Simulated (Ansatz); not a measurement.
This log comes from Ansatz, run on fluorite SnO₂. It starts from the PBE minimum.

Structure:
```
CELL_PARAMETERS angstrom
0.00000 2.57205 2.57205
2.57205 0.00000 2.57205
2.57205 2.57205 0.00000
ATOMIC_POSITIONS crystal
Sn 0.00000 0.00000 0.00000
O 0.25000 0.25000 0.25000
O 0.75000 0.75000 0.75000
```

The log, with set-up remarks and timings taken out:
```
Functional definition: PBEsol
Crystal: 3 atoms, lattice volume = 34.030 Å³
Basis set: ecut = 420 eV, 645 PW (Γ)
Bands: 17, of which v1, the nominal top of the filled ones, is band 13 counted from 1 (12 counted from 0)
Symmetry: 48 space group operations
Space group: Fm-3m (ITA 225)
k-points: 29 of 512
preconditioner: auto → none  [insulator: Δε(μ)=1.165 eV  σ=0.020 eV  ℏωp=32.5 eV]
SCF 1 converged in 6 iterations: F = -7070.833542 eV  dr2 = 1.55e-9
relax step 1: F+E_penalty+E_count = -7070.83354196 eV  P = -6.582 GPa  Ω = 34.030 Å³
SCF 2 converged in 5 iterations: F = -7070.864753 eV  dr2 = 5.21e-8
relax step 2: F+E_penalty+E_count = -7070.86475335 eV  P = +0.231 GPa  Ω = 32.866 Å³
SCF 3 converged in 4 iterations: F = -7070.864524 eV  dr2 = 8.39e-9
relax step 3: F+E_penalty+E_count = -7070.86452418 eV  P = -0.010 GPa  Ω = 32.905 Å³
SCF 4 converged in 6 iterations: F = -7070.858123 eV  dr2 = 8.67e-13
relax step 4: F+E_penalty+E_count = -7070.85812289 eV  P = -0.294 GPa  Ω = 32.905 Å³  (SCF on a basis re-selected at this cell)
SCF 5 converged in 4 iterations: F = -7070.858480 eV  dr2 = 1.77e-8
relax step 5: F+E_penalty+E_count = -7070.85847977 eV  P = -0.004 GPa  Ω = 32.858 Å³
SCF 6 converged in 4 iterations: F = -7070.858281 eV  dr2 = 1.15e-11
relax step 6: F+E_penalty+E_count = -7070.85828148 eV  P = -0.011 GPa  Ω = 32.858 Å³  (SCF on a basis re-selected at this cell)
SCF converged after 4 iterations
Free energy (F): -7070.858281 eV
Internal energy: -7070.858168 eV  (E = F + TS)
E sigma→0 (E₀):  -7070.858225 eV
Entropy (-TS):   -0.000114 eV (-0.038 meV/atom)
Fermi energy:    11.517131 eV
--- Per-component energies (eV) ---
  E_band       = -14.716986
  E_kinetic    = 540.988668
  E_local      = -1191.017987
  E_nonlocal   = 69.320970
  E_hartree    = 645.610113
  E_xc         = -522.548550
  E_vxc        = -281.864237
  E_paw        = -4380.902304
  E_vpaw       = -443.369565
  E_ewald      = -2232.669361
  E_core_change = 0.355416
  E_smearing   = -0.000114
--- Stress (GPa, compression-positive) ---
       -0.011125       0.000000       0.000000
        0.000000      -0.011125       0.000000
        0.000000       0.000000      -0.011125
  P = ⅓ Tr σ = -0.0111 GPa (-0.111 kbar)
--- Relaxed structure (4 steps of the walk, 4 accepted, 2 SCFs on fresh bases) ---
  F+E_penalty+E_count = -7070.85828148 eV
  cell:  # Å, volume = 32.8580 Å³
    - [0.000000, 2.542166, 2.542166]
    - [2.542166, 0.000000, 2.542166]
    - [2.542166, 2.542166, 0.000000]
  atoms:
    - { symbol: Sn, position: [0.000000, 0.000000, 0.000000] }
    - { symbol: O, position: [0.250000, 0.250000, 0.250000] }
    - { symbol: O, position: [0.750000, 0.750000, 0.750000] }
```

Problem. What input produced it? Give the YAML.

Solution.
```yaml
crystal:
  # lattice and atoms as above
kpoints:
  mp_grid: { grid: [8, 8, 8] }
hamiltonian:
  xc: pbesol
scf:
  occupations: { method: fermi_dirac, width: 0.02 }
relax:
  f_tol: 0.005
  cell: {}
```
The relax steps with a changing cell volume need the relax block with cell. Not every key shows in the log; this is the file that was used.

Command: `ansatz run input.yaml --threads 2 --pin off --max-ram 2211MiB --backend cpu --events-out ev --progress --plain --runs-dir out`.

Problem. It took 3.1 s on 2 threads of Arm Neoverse V1, with other jobs on the host, load about 0.2 per core. What peak of host memory did it reach?

Solution. About 0.3 GiB.

(Calculated; spin-unpolarised; the phase may be known or hypothetical.)
